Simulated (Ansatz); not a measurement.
Results of RPBE (plane waves, PAW; Ansatz, a quantum-chemistry and plane-wave program) for skutterudite CoSb3.

Run with plane-wave cutoff 520 eV, 6×6×6 k mesh, Fermi–Dirac smearing 0.01 eV, no spin polarisation, scalar-relativistic PAW data made under PBE.

Properties against volume:

Shape and atoms are relaxed at each volume.

```
V (Å³/atom)  P (GPa)  direct gap at Γ (eV)
-----------  -------  --------------------
23.264          3.53                 0.223
23.749          1.67                 0.162
24.233          0.01                 0.105
24.718         -1.47                 0.052
25.203         -2.77                 0.002
```

Measured, for comparison: band gap 0.63 eV (temperature not stated, no zero-point or thermal correction; as tabulated in Kim et al. (2020), doi:10.1038/s41597-020-00723-8).

Note: the bulk modulus comes from volumes at which shape and atoms were relaxed.

Spin–orbit coupling is not included; it can close the smallest gap of 0.11 eV.
